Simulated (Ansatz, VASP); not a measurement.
## MgS in VASP and in Ansatz

```
S Mg
1.0
     0.00000    2.77646    2.83312
     2.77646    0.00000    2.83312
     2.77646    2.77646    0.00000
S Mg
1 1
Direct
  0.25000 0.25000 0.25000
  0.00000 0.00000 0.00000
```

The cell comes from a database or a generator and needn't be the stable form of this composition.

Alike in both runs: functional PBEsol; k mesh 7 × 7 × 7; occupations fermi-dirac, width 0.05 eV; no spin polarisation.

|  | VASP | Ansatz |
| --- | --- | --- |
| version | VASP 6.6.1 | Ansatz 0.2.0 |
| potentials or method | VASP PAW PBE potentials, release 64 (S, Mg) | Ansatz PAW |
| plane-wave cutoff (eV) | 520 | 420 |
| valence electrons in the cell | 8 | 16 |
| task | single point | band structure |

|  | VASP | Ansatz | Ansatz less VASP |
| --- | --- | --- | --- |
| gap on the k mesh at the Fermi level (eV) | 3.46 | 3.46 | -0.004 |
| least direct gap on the mesh (eV) | 3.46 | 3.46 | -0.004 |
| pressure (GPa) | 1.9 | 2.0 | +0.08 |
| largest component of the traceless stress (GPa) | 0.25 | 0.25 | -0.001 |

With one functional, cell and mesh, what is left measures potentials, basis and numerics. The two sets of potentials don't hold the same shells in valence.

Caveats: the PAW data sets were made with another functional, which shifts forces and pressure a little (VASP); an odd mesh through Γ misses points on the zone boundary, where band edges often lie (VASP); the PAW data sets come from PBE, with cores solved anew for the run's functional, which leaves a small shift of forces and pressure (Ansatz). A hybrid or GW would open this gap; PBEsol tends to underestimate it.
